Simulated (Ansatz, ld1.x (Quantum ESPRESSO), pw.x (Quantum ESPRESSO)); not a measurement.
## Equation-of-state test of one ultrasoft potential (tantalum)

ld1.x (Quantum ESPRESSO) 7.5 input, shortened:

```
&input
   title='Ta', zed=73., rel=1, dft='PBE', iswitch=3,
   config='[Xe] 4f14 5d3 6s2 6p0'
 /
 &inputp
   pseudotype=3, tm=.true., lloc=-2, rcloc=3.10,
   nlcc=.true., new_core_ps=.true.,
   which_augfun='PSQ', rmatch_augfun_nc=.true.
 /
6
6S  1  0   2.00   0.00  2.55  3.00  0.0
6S  1  0   0.00   1.00  2.55  3.00  0.0
6P  2  1   0.00   0.00  3.10  3.80  0.0
6P  2  1   0.00   4.65  3.10  3.80  0.0
5D  3  2   3.00   0.00  1.90  2.05  0.0
5D  3  2   0.00   2.45  1.90  2.05  0.0
 &test
   configts(1)='5d3 6s2 6p0'
 /
```

Crystal test: sc Ta in pw.x 7.5, no spin, 12³ k-points, Fermi–Dirac smearing 0.01 Ry, cutoffs 40/320 Ry. The reference is all-electron LAPW (Ansatz 0.2.0) with the same functional, mesh and smearing; V0 and B0 come from Birch–Murnaghan fits to the pressures at five volumes. Errors are pseudo minus all-electron; Δ is the rms difference of the E(V) curves that follow from these fits, minima aligned, over ±6 % about the mean V0. Mesh and smearing are coarse, so the numbers serve the comparison and aren't converged zero-temperature values; the lattice is a test structure that the element need not adopt.

```
V (Å³/atom)  P all-electron (GPa)  P pseudo (GPa)
     19.357                 10.29           16.19
     19.867                  5.78           12.16
     20.376                  1.79            8.43
     20.885                 -1.75            5.00
     21.395                 -4.87            1.83
```

All-electron: a0 = 2.742 Å (V0 = 20.63 Å³/atom), B0 = 143.1 GPa.

Pseudopotential: mean pressure error (GPa): +6.48. The pressure does not cross zero within the volumes sampled, so no fit is given. The largest radius (3.80 bohr) exceeds half the bond length (2.58 bohr), so the spheres overlap, which is one possible source of error among others. This is a poor potential for the solid.

Question: At the middle volume, how do free energy and pressure move when the wave cutoff is lowered (ecutrho held at 320 Ry)?

Answer:

```csv
cutoff (Ry),shift of F (meV/atom),shift of P (GPa)
18,+207.6,-8.08
24,+25.2,+0.08
32,+15.0,-0.15
```

The run at the middle volume (84 k-points, 10 iterations) took about 15 s on one core of a shared host (Neoverse-N1, 64 threads, 498 GiB, load 25).
